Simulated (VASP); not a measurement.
# Ta3N (P-3m1) in VASP: settings compared

The runs below take Ta3N through band structure, with RPBE, revPBE, BLYP, AM05.

Everything below comes from runs of VASP 6.6.1. Logs are shortened: lines on timing, memory, paths and dates and some standing lists are left out, and cuts for length are marked.

## Step 1: The crystal as given

It takes space group P-3m1 (No. 164, trigonal). Conventional cell: a = 3.032 Å, b = 3.032 Å, c = 7.524 Å, α = 90.00°, β = 90.00°, γ = 120.00°. Around Ta (site symmetry 3m) lie 3 N at 2.19 Å. Ta (site symmetry -3m) has 12 Ta at 3.01 to 3.03 Å as nearest neighbours. N (site symmetry -3m) is surrounded by 6 Ta at 2.19 Å.

The cell comes from a database or a generator and needn't be the stable form of this composition.

## Step 2: Band structure, RPBE

The input, POSCAR:

```
Ta3N
1.0
    3.0322239879      0.0000000000      0.0000000000
   -1.5161119940      2.6259830035      0.0000000000
    0.0000000000      0.0000000000      7.5241370000
Ta N
3 1
Direct
    0.6666666667      0.3333333333      0.8260700000
    0.3333333333      0.6666666667      0.1739300000
    0.0000000000      0.0000000000      0.5000000000
    0.0000000000      0.0000000000      0.0000000000
```

The input, INCAR.step1:

```
SYSTEM = Ta3N
PREC = Accurate ; ENCUT = 520
EDIFF = 1E-6 ; ISMEAR = -1
SIGMA = 0.05 ; LREAL = .False.
LASPH = .True. ; NELM = 100
ALGO = Fast ; ISIF = 2
LWAVE = .False. ; LCHARG = .True.
LMAXMIX = 4 ; GGA = RP
NBANDS = 27
```

The input, KPOINTS.step1:

```
Automatic mesh
0
Gamma
  7 7 3
  0 0 0
```

The input, INCAR.step2:

```
SYSTEM = Ta3N
PREC = Accurate ; ENCUT = 520
EDIFF = 1E-6 ; ISMEAR = 0
SIGMA = 0.05 ; LREAL = .False.
LASPH = .True. ; NELM = 100
ALGO = Fast ; ISIF = 2
LWAVE = .False. ; LCHARG = .False.
LMAXMIX = 4 ; GGA = RP
NBANDS = 27 ; ICHARG = 11
```

The input, KPOINTS.step2:

```
path GMKGALHA,LM,KH
20
line-mode
reciprocal
 0.0000000000  0.0000000000  0.0000000000  G
 0.5000000000  0.0000000000  0.0000000000  M

 0.5000000000  0.0000000000  0.0000000000  M
 0.3333333333  0.3333333333  0.0000000000  K

 0.3333333333  0.3333333333  0.0000000000  K
 0.0000000000  0.0000000000  0.0000000000  G

 0.0000000000  0.0000000000  0.0000000000  G
 0.0000000000  0.0000000000  0.5000000000  A

 0.0000000000  0.0000000000  0.5000000000  A
 0.5000000000  0.0000000000  0.5000000000  L

 0.5000000000  0.0000000000  0.5000000000  L
 0.3333333333  0.3333333333  0.5000000000  H

 0.3333333333  0.3333333333  0.5000000000  H
 0.0000000000  0.0000000000  0.5000000000  A

 0.5000000000  0.0000000000  0.5000000000  L
 0.5000000000  0.0000000000  0.0000000000  M

 0.3333333333  0.3333333333  0.0000000000  K
 0.3333333333  0.3333333333  0.5000000000  H
```

Potentials or basis: VASP PAW PBE potentials, release 64 (Ta_pv, N).

Command:

```sh
$ cat potpaw_PBE.64/Ta_pv/POTCAR potpaw_PBE.64/N/POTCAR > POTCAR
$ cp INCAR.step1 INCAR
$ cp KPOINTS.step1 KPOINTS
$ mpirun -np 1 vasp_std > vasp.out
$ cp INCAR.step2 INCAR
$ cp KPOINTS.step2 KPOINTS
$ mpirun -np 1 vasp_std > vasp.out
```

OUTCAR:

```text
SYSTEM = Ta3N
   PREC = Accurate
   ENCUT = 520
   EDIFF = 1E-6
   ISMEAR = 0
   LREAL = .False.
   LASPH = .True.
   NELM = 100
   ISIF = 2
   GGA = RP
   ICHARG = 11

 ion  position               nearest neighbor table
   1  0.667  0.333  0.826-   4 2.19   4 2.19   4 2.19   3 3.01   3 3.01   3 3.01   2 3.15   2 3.15
                             2 3.15
   2  0.333  0.667  0.174-   4 2.19   4 2.19   4 2.19   3 3.01   3 3.01   3 3.01   1 3.15   1 3.15
                             1 3.15
   3  0.000  0.000  0.500-   1 3.01   2 3.01   1 3.01   2 3.01   1 3.01   2 3.01
   4  0.000  0.000  0.000-   1 2.19   2 2.19   1 2.19   2 2.19   1 2.19   2 2.19

  LATTYP: Found a hexagonal cell.
 ALAT       =     3.0322239879
 C/A-ratio  =     2.4813922158

  Lattice vectors:

 A1 = (   3.0322239879,   0.0000000000,   0.0000000000)
 A2 = (  -1.5161119940,   2.6259830035,   0.0000000000)
 A3 = (   0.0000000000,   0.0000000000,   7.5241370000)

Analysis of symmetry for initial positions (statically):
=====================================================================
 Subroutine PRICEL returns:
 Original cell was already a primitive cell.

 Routine SETGRP: Setting up the symmetry group for a
 hexagonal supercell.

 Subroutine GETGRP returns: Found 12 space group operations
 (whereof 12 operations were pure point group operations)
 out of a pool of 24 trial point group operations.

The static configuration has the point symmetry D_3d.

Analysis of symmetry for dynamics (positions and initial velocities):
=====================================================================
 Subroutine PRICEL returns:
 Original cell was already a primitive cell.

 Routine SETGRP: Setting up the symmetry group for a
 hexagonal supercell.

 Subroutine GETGRP returns: Found 12 space group operations
 (whereof 12 operations were pure point group operations)
 out of a pool of 24 trial point group operations.

The dynamic configuration has the point symmetry D_3d.

 Subroutine INISYM returns: Found 12 space group operations
 (whereof 12 operations are pure point group operations),
 and found     1 'primitive' translations

----------------------------------------------------------------------------------------

                                     Primitive cell

  volume of cell :      59.9115

  direct lattice vectors                    reciprocal lattice vectors
     3.032223988  0.000000000  0.000000000     0.329790940  0.190404888  0.000000000
    -1.516111994  2.625983004  0.000000000     0.000000000  0.380809776  0.000000000
     0.000000000  0.000000000  7.524137000     0.000000000  0.000000000  0.132905608

  length of vectors
     3.032223988  3.032223988  7.524137000     0.380809776  0.380809776  0.132905608

  position of ions in fractional coordinates (direct lattice)
     0.666666667  0.333333333  0.826070000
     0.333333333  0.666666667  0.173930000
     0.000000000  0.000000000  0.500000000
     0.000000000  0.000000000  0.000000000

  ion indices of the primitive-cell ions
   primitive index   ion index
                 1           1
                 2           2
                 3           3
                 4           4

----------------------------------------------------------------------------------------

 KPOINTS: path GMKGALHA,LM,KH

Interpolating k-points between supplied coordinates.

 Line segments in fractional coordinates (reciprocal lattice):
    0.000000  0.000000  0.000000  ...  0.500000  0.000000  0.000000
    0.500000  0.000000  0.000000  ...  0.333333  0.333333  0.000000
    0.333333  0.333333  0.000000  ...  0.000000  0.000000  0.000000
    0.000000  0.000000  0.000000  ...  0.000000  0.000000  0.500000
    0.000000  0.000000  0.500000  ...  0.500000  0.000000  0.500000
    0.500000  0.000000  0.500000  ...  0.333333  0.333333  0.500000
    0.333333  0.333333  0.500000  ...  0.000000  0.000000  0.500000
    0.500000  0.000000  0.500000  ...  0.500000  0.000000  0.000000
    0.333333  0.333333  0.000000  ...  0.333333  0.333333  0.500000

 Generated    20 points on each line segment, for a total of    180 k-points:

 Following reciprocal coordinates:
            Coordinates               Weight
  0.000000  0.000000  0.000000      0.005556
  0.026316  0.000000  0.000000      0.005556
  0.052632  0.000000  0.000000      0.005556
  0.078947  0.000000  0.000000      0.005556
  0.105263  0.000000  0.000000      0.005556
  0.131579  0.000000  0.000000      0.005556
[... 16 lines left out ...]
  0.482456  0.035088  0.000000      0.005556
  0.473684  0.052632  0.000000      0.005556
 [... further k-points ...]
   k-points           NKPTS =    180   k-points in BZ     NKDIM =    180   number of bands    NBANDS=     27
   number of dos      NEDOS =    301   number of ions     NIONS =      4
   total plane-waves  NPLWV =  32256
   dimension x,y,z NGX =    24 NGY =   24 NGZ =   56
   dimension x,y,z NGXF=    48 NGYF=   48 NGZF=  112
   ions per type =               3   1
   NGX,Y,Z   is equivalent  to a cutoff of  13.16, 13.16, 12.37 a.u.
   NGXF,Y,Z  is equivalent  to a cutoff of  26.32, 26.32, 24.75 a.u.
 SYSTEM =  Ta3N
   PREC   = accura    normal or accurate (medium, high low for compatibility)
   ISTART =      0    job   : 0-new  1-cont  2-samecut
   ICHARG =     11    charge: 1-file 2-atom 10-const
   ISPIN  =      1    spin polarized calculation?
   LNONCOLLINEAR =      F non collinear calculations
   LSORBIT =      F    spin-orbit coupling
   LASPH  =      T    aspherical Exc in radial PAW
   ENCUT  =  520.0 eV  38.22 Ry    6.18 a.u.   5.64  5.64 13.99*2*pi/ulx,y,z
   NELM   =    100;   NELMIN=  2; NELMDL=  0     # of ELM steps
   EDIFF  = 0.1E-05   stopping-criterion for ELM
   LREAL  =      F    real-space projection
   EDIFFG = 0.1E-04   stopping-criterion for IOM
   NSW    =      0    number of steps for IOM
   IBRION =     -1    ionic relax: 0-MD 1-quasi-New 2-CG
   NFREE  =      0    steps in history (QN), initial steepest desc. (CG)
   ISIF   =      2    stress and relaxation
   ISYM   =      2    0-nonsym 1-usesym 2-fastsym
   POTIM  = 0.5000    time-step for ionic-motion
   TEBEG  =    0.0;   TEEND  =   0.0 temperature during run
   PSTRESS=    0.0 pullay stress
   NELECT =      38.0000    total number of electrons
   NUPDOWN=      -1.0000    fix difference up-down
   EMIN   =  10.00;   EMAX   =-10.00  energy-range for DOS
   EFERMI =   0.00;   METHOD = LEGACY
   ISMEAR =     0;   SIGMA  =   0.05  broadening in eV -4-tet -1-fermi 0-gaus
   EFERMI_NEDOS =   21; number of points for ismear=-14 and -15
   IALGO  =     68    algorithm
   IMIX   =      4    mixing-type and parameters
     AMIX     =   0.40;   BMIX     =  1.00
     AMIX_MAG =   1.60;   BMIX_MAG =  1.00
  volume/ion in A,a.u.               =      14.98       101.08
  Fermi-wavevector in a.u.,A,eV,Ry     =   1.406585  2.658061 26.918884  1.978482
  Thomas-Fermi vector in A             =   2.528931
   LORBIT       =      0    0 simple, 1 ext, 2 COOP (PROOUT), +10 PAW based schemes
   GGA     = RP    functional components
   LHFCALC =     F    Hartree Fock is set to
   AEXX    =    0.0000 exact exchange contribution
   IVDW    =     0    specifies the selected vdW correction
   LEPSILON=     F    determine dielectric tensor
   LRPA    =     F    only Hartree local field effects (RPA)
 non-spin polarized calculation
 RMM-DIIS sequential band-by-band and
 Gauss-broadening in eV      SIGMA  =   0.05
  energy-cutoff  :      520.00
  volume of cell :       59.91
 maximum number of plane-waves:      1642
 NGX is ok and might be reduce to    24

 number of electron      38.0000001 magnetization

 Free energy of the ion-electron system (eV)
  ---------------------------------------------------
  ext. energy  EPLUGINS =         0.00000000
  ---------------------------------------------------
  free energy    TOTEN  =       -42.75205246 eV

  energy without entropy =      -42.74899632  energy(sigma->0) =      -42.75052439

 E-fermi :   6.8735     XC(G=0): -12.6302

 val. band max:        6.8719496508   @ k =   0.4737   0.0000   0.5000
 cond. band min:       6.8755278924   @ k =   0.3596   0.2807   0.0000
 fundamental gap:      0.0035782416
 Fermi energy:         6.8734950663

 k-point     1 :       0.0000    0.0000    0.0000
  band No.  band energies     occupation
      1     -28.4861      2.00000
      2     -28.1942      2.00000
      3     -27.8775      2.00000
      4     -27.8775      2.00000
      5     -27.8486      2.00000
      6     -27.8486      2.00000
[... 19 lines left out ...]
     26       9.0434      0.00000
     27      10.0543      0.00000

 k-point     2 :       0.0263    0.0000    0.0000
  band No.  band energies     occupation
      1     -28.4850      2.00000
      2     -28.1935      2.00000
      3     -27.8828      2.00000
      4     -27.8792      2.00000
      5     -27.8532      2.00000
      6     -27.8493      2.00000
[... 19 lines left out ...]
     26       9.0827      0.00000
     27      10.1298      0.00000

 k-point     3 :       0.0526    0.0000    0.0000
  band No.  band energies     occupation
      1     -28.4818      2.00000
      2     -28.1917      2.00000
      3     -27.8983      2.00000
      4     -27.8840      2.00000
      5     -27.8670      2.00000
      6     -27.8514      2.00000
[... 19 lines left out ...]
     26       9.1790      0.00000
     27      10.2510      0.00000

 k-point     4 :       0.0789    0.0000    0.0000
  band No.  band energies     occupation
      1     -28.4767      2.00000
      2     -28.1891      2.00000
      3     -27.9229      2.00000
      4     -27.8917      2.00000
      5     -27.8896      2.00000
      6     -27.8551      2.00000
[... 19 lines left out ...]
     26       9.3226      0.00000
     27      10.4849      0.00000
[... 516 lines left out ...]
      4     -28.0813      2.00000
      5     -28.0419      2.00000
      6     -27.9861      2.00000
[... 19 lines left out ...]
     26      11.8630      0.00000
     27      12.1373      0.00000

 k-point    23 :       0.4825    0.0351    0.0000
  band No.  band energies     occupation
      1     -28.6537      2.00000
      2     -28.5907      2.00000
      3     -28.2502      2.00000
      4     -28.0864      2.00000
      5     -28.0416      2.00000
      6     -27.9911      2.00000
[... 19 lines left out ...]
     26      11.8198      0.00000
     27      12.1441      0.00000

 k-point    24 :       0.4737    0.0526    0.0000
  band No.  band energies     occupation
      1     -28.6501      2.00000
      2     -28.5871      2.00000
      3     -28.2482      2.00000
      4     -28.0945      2.00000
      5     -28.0416      2.00000
      6     -27.9993      2.00000
[... 19 lines left out ...]
     26      11.7841      0.00000
     27      12.1216      0.00000

 [... further k-points ...]

------------------------ aborting loop because EDIFF is reached ----------------------------------------

  FORCE on cell =-STRESS in cart. coord.  units (eV):
  Direction    XX          YY          ZZ          XY          YZ          ZX
  --------------------------------------------------------------------------------------
  -------------------------------------------------------------------------------------
  Total        2.9630943      2.9630943      5.4722473     -0.0000000      0.0000000     -0.0000000
  in kB       79.2403096     79.2403096    146.3411332     -0.0000000      0.0000000     -0.0000000
  external PRESSURE =     101.6072508 kB  Pullay stress =       0.0000000 kB

 VOLUME and BASIS-vectors are now :
 -----------------------------------------------------------------------------
  energy-cutoff  :      520.00
  volume of cell :       59.91
      direct lattice vectors                 reciprocal lattice vectors
     3.032223988  0.000000000  0.000000000     0.329790940  0.190404888  0.000000000
    -1.516111994  2.625983004  0.000000000     0.000000000  0.380809776  0.000000000
     0.000000000  0.000000000  7.524137000     0.000000000  0.000000000  0.132905608

 POSITION                                       TOTAL-FORCE (eV/Angst)
 -----------------------------------------------------------------------------------
      1.51611      0.87533      6.21546         0.000000     -0.000000      0.403125
     -0.00000      1.75066      1.30867        -0.000000      0.000000     -0.403125
      0.00000      0.00000      3.76207         0.000000      0.000000      0.000000
      0.00000      0.00000      0.00000         0.000000      0.000000      0.000000
 -----------------------------------------------------------------------------------
    total drift:                                0.000000      0.000000      0.000000

  FREE ENERGIE OF THE ION-ELECTRON SYSTEM (eV)
  ---------------------------------------------------
  free  energy   TOTEN  =       -42.7520524633 eV

  energy  without entropy=      -42.7489963199  energy(sigma->0) =      -42.75052439
```

Run time: 3.5 min. Hardware: 1 thread of Intel Xeon Platinum 8375C at 2.90GHz (Ice Lake), shared host; peak memory 0.34 GiB.

Results:

| Property | Result |
| --- | --- |
| Band gap along the path | none (metal or under the smearing width) |

Levels at the corners of the path, in eV from the Fermi level:
```
point  band 17  band 18  band 19  band 20  band 21  band 22
    Γ    -0.49    -0.49    -0.32     0.27     0.27     0.91
    M    -1.23    -0.52     0.14     0.68     0.83     3.46
    M    -1.23    -0.52     0.14     0.68     0.83     3.46
    K    -1.43    -1.43    -0.56     0.49     0.49     3.20
    K    -1.43    -1.43    -0.56     0.49     0.49     3.20
    Γ    -0.49    -0.49    -0.32     0.27     0.27     0.91
    Γ    -0.49    -0.49    -0.32     0.27     0.27     0.91
    A    -1.16    -0.27    -0.27     0.54     0.54     1.19
    A    -1.16    -0.27    -0.27     0.54     0.54     1.19
    L    -1.38    -1.27     0.11     0.91     1.24     2.39
    L    -1.38    -1.27     0.11     0.91     1.24     2.39
    H    -1.47    -1.47    -1.45     0.41     0.41     3.01
    H    -1.47    -1.47    -1.45     0.41     0.41     3.01
    A    -1.16    -0.27    -0.27     0.54     0.54     1.19
    L    -1.38    -1.27     0.11     0.91     1.24     2.39
    M    -1.23    -0.52     0.14     0.68     0.83     3.46
    K    -1.43    -1.43    -0.56     0.49     0.49     3.20
    H    -1.47    -1.47    -1.45     0.41     0.41     3.01
```

Caveat: the log is that of the step along the path at fixed density, whose energy, stress, charges and moments have no meaning; the PAW data sets were made with another functional, which shifts forces and pressure a little; spin-orbit coupling is left out, which moves the levels of the heavy elements.

## Step 3: Band structure, revPBE

POSCAR is that of step 2.

Edit INCAR.step1 of step 2 so:

```diff
@@ -7,3 +7,3 @@
 LWAVE = .False. ; LCHARG = .True.
-LMAXMIX = 4 ; GGA = RP
+LMAXMIX = 4 ; GGA = RE
 NBANDS = 27
```

KPOINTS.step1 is that of step 2.

Edit INCAR.step2 of step 2 so:

```diff
@@ -7,3 +7,3 @@
 LWAVE = .False. ; LCHARG = .False.
-LMAXMIX = 4 ; GGA = RP
+LMAXMIX = 4 ; GGA = RE
 NBANDS = 27 ; ICHARG = 11
```

KPOINTS.step2 is that of step 2.

Potentials or basis: VASP PAW PBE potentials, release 64 (Ta_pv, N).

Command:

```sh
$ cat potpaw_PBE.64/Ta_pv/POTCAR potpaw_PBE.64/N/POTCAR > POTCAR
$ cp INCAR.step1 INCAR
$ cp KPOINTS.step1 KPOINTS
$ mpirun -np 1 vasp_std > vasp.out
$ cp INCAR.step2 INCAR
$ cp KPOINTS.step2 KPOINTS
$ mpirun -np 1 vasp_std > vasp.out
```

Run time: 3.8 min. Hardware: 1 thread of Intel Xeon Platinum 8375C at 2.90GHz (Ice Lake), shared host; peak memory 0.34 GiB.

It converged, with:

* Band gap along the path: none (metal or under the smearing width)

Levels at the corners of the path, in eV from the Fermi level:
| point | band 16 | band 17 | band 18 | band 19 | band 20 | band 21 | band 22 | band 23 |
| --- | --- | --- | --- | --- | --- | --- | --- | --- |
| Γ | -1.44 | -0.49 | -0.49 | -0.32 | 0.27 | 0.27 | 0.91 | 1.83 |
| M | -3.14 | -1.22 | -0.52 | 0.15 | 0.68 | 0.83 | 3.46 | 3.99 |
| M | -3.14 | -1.22 | -0.52 | 0.15 | 0.68 | 0.83 | 3.46 | 3.99 |
| K | -2.43 | -1.43 | -1.43 | -0.55 | 0.49 | 0.49 | 3.20 | 3.20 |
| K | -2.43 | -1.43 | -1.43 | -0.55 | 0.49 | 0.49 | 3.20 | 3.20 |
| Γ | -1.44 | -0.49 | -0.49 | -0.32 | 0.27 | 0.27 | 0.91 | 1.83 |
| Γ | -1.44 | -0.49 | -0.49 | -0.32 | 0.27 | 0.27 | 0.91 | 1.83 |
| A | -1.27 | -1.16 | -0.28 | -0.28 | 0.54 | 0.54 | 1.19 | 1.26 |
| A | -1.27 | -1.16 | -0.28 | -0.28 | 0.54 | 0.54 | 1.19 | 1.26 |
| L | -2.92 | -1.38 | -1.27 | 0.12 | 0.92 | 1.24 | 2.38 | 4.36 |
| L | -2.92 | -1.38 | -1.27 | 0.12 | 0.92 | 1.24 | 2.38 | 4.36 |
| H | -2.43 | -1.47 | -1.47 | -1.44 | 0.41 | 0.41 | 3.01 | 3.01 |
| H | -2.43 | -1.47 | -1.47 | -1.44 | 0.41 | 0.41 | 3.01 | 3.01 |
| A | -1.27 | -1.16 | -0.28 | -0.28 | 0.54 | 0.54 | 1.19 | 1.26 |
| L | -2.92 | -1.38 | -1.27 | 0.12 | 0.92 | 1.24 | 2.38 | 4.36 |
| M | -3.14 | -1.22 | -0.52 | 0.15 | 0.68 | 0.83 | 3.46 | 3.99 |
| K | -2.43 | -1.43 | -1.43 | -0.55 | 0.49 | 0.49 | 3.20 | 3.20 |
| H | -2.43 | -1.47 | -1.47 | -1.44 | 0.41 | 0.41 | 3.01 | 3.01 |

Caveat: the log is that of the step along the path at fixed density, whose energy, stress, charges and moments have no meaning; the PAW data sets were made with another functional, which shifts forces and pressure a little; spin-orbit coupling is left out, which moves the levels of the heavy elements.

(Continued in part 2 of 2.)
